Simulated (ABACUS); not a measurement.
W under changes of volume

One of the cells (15.848 Å³/atom); the others are scaled copies at fixed shape and fractional positions:

```xyz
1
Lattice="-1.5823 1.5823 1.5823 1.5823 -1.5823 1.5823 1.5823 1.5823 -1.5823" Properties=species:S:1:pos:R:3 pbc="T T T"
W     0.0000    0.0000    0.0000
```

* Program: ABACUS 3.10.1
* Functional: PBEsol
* Potentials or basis: PseudoDojo NC SR 0.4.1 PBEsol standard
* Cutoff: 1007 eV
* Density cutoff: 4027 eV
* Basis: plane waves
* k mesh: 12 × 12 × 12
* Occupations: fermi-dirac, width 0.05 eV
* Spin: no spin polarisation

| volume (Å³/atom) | energy over the lowest point (meV/atom) | pressure (GPa) |
| --- | --- | --- |
| 14.897 | 44.20 | 18.6 |
| 15.214 | 15.25 | 10.8 |
| 15.531 | 0.97 | 3.7 |
| 15.848 | 0.00 | -2.8 |
| 16.165 | ? | ? |
| 16.482 | 33.19 | -13.9 |
| 16.798 | 65.29 | -18.7 |

Task: What does the run at 16.165 Å³/atom give?

Result: Energy over the lowest point 11.09 meV/atom; pressure -8.6 GPa.

Worked out: A Birch-Murnaghan fit of order 3 (a polynomial in V^(-2/3)) to the other rows has its minimum at 15.71 Å³/atom with B0 = V·E''(V) = 315 GPa and B' = 3.7. It gives 11.08 meV/atom at 16.165 Å³/atom, against the run's 11.09, and -dE/dV = -8.5 GPa, against -8.6.

Energies are extrapolated to zero smearing.
